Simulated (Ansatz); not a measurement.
## FeCo: the change of cell moment and pressure with volume scale

Periodic Kohn-Sham DFT of a crystal at fixed atoms, scaled to volume_scale times the given cell; pressure positive in compression, energy less spherical unpolarised free atoms, largest_vzz the field gradient of largest size among the nuclei. The results are calculated, by Ansatz 0.2.0.

The cell before it is scaled or strained (space group Pm-3m, No. 221):
```
cell vectors (Å)
   2.8570     0.0000     0.0000
   0.0000     2.8570     0.0000
   0.0000     0.0000     2.8570
atoms (fractions of the cell vectors)
Fe  0.50000  0.50000  0.50000
Co  0.00000  0.00000  0.00000
```

Settings of every row: method frozen-core PAW; functional PBE; relativity scalar; k mesh 11x11x11; filling fermi-dirac; smearing width 0.05 eV; wave cutoff 420 eV; paw set soft_2.

Atom:
```
element  start moment (bohr magneton)
     Fe                             3
     Co                             2
```

```
row  volume scale  V (Å³/atom)  cell moment (bohr magneton)  pressure (GPa)
  1          0.95       11.077                        4.428           7.677
  2         0.975       11.369                        4.476            2.19
  3             1        11.66                            ?               ?
  4         1.025       11.952                        4.564           -6.69
  5          1.05       12.243                        4.606         -10.248
```

Question: what cell moment and pressure should row 3 give?

Worked fit of cell moment. Take t = volume scale − 1. The shown rows have t = -0.05, -0.025, 0.025, 0.05. Their means are -1.7347e-18 and 4.5185 bohr magneton; the sums about the means are S_tt = 0.00625 and S_ty = 0.0111, whose ratio is the slope. Least squares give cell moment = 4.5185 + 1.776 × t bohr magneton. The rows lie off it by -0.002, 0.002, 0.001, -0.001. The withheld row has t = 0, so the fit gives 4.5185 + 1.776 × (0) = 4.519 bohr magneton.

The calculation gave 4.522 bohr magneton. The fit lies 0.003 bohr magneton (1.7 % of the column's range) below it; its largest miss of a shown row is 0.002 bohr magneton.

Worked fit of pressure. Take u = (V_r/V)^(2/3) − 1 with V_r = 11.66 Å³ an atom, which is twice the finite (Eulerian) strain; such expansions in the strain, on which the Birch-Murnaghan equation of state is built, carry the rest volume and the bulk modulus. The shown rows have u = 0.03479, 0.01699, -0.01635, -0.032. Least squares give pressure = −2.5602 + 266.063 × u + 808.9 × u² GPa; a straight line predicts inner rows, each left out in turn, worse (root mean square 0.52 against 0.0098 GPa). The rows lie off it by 0.002, -0.004, 0.004, -0.002. The pressure vanishes at u = 0.0094, or V = 11.5 Å³ an atom, and there the bulk modulus at fixed shape and fractions is B = −V dP/dV = (2/3)(1 + u) dP/du = 189 GPa. The withheld row has u = 0, so the fit gives −2.5602 + 266.063 × (0) + 808.9 × (0)² = -2.560 GPa.

The calculation gave -2.569 GPa. The fit lies 0.009 GPa (0.05 % of the column's range) above it; its largest miss of a shown row is 0.004 GPa.
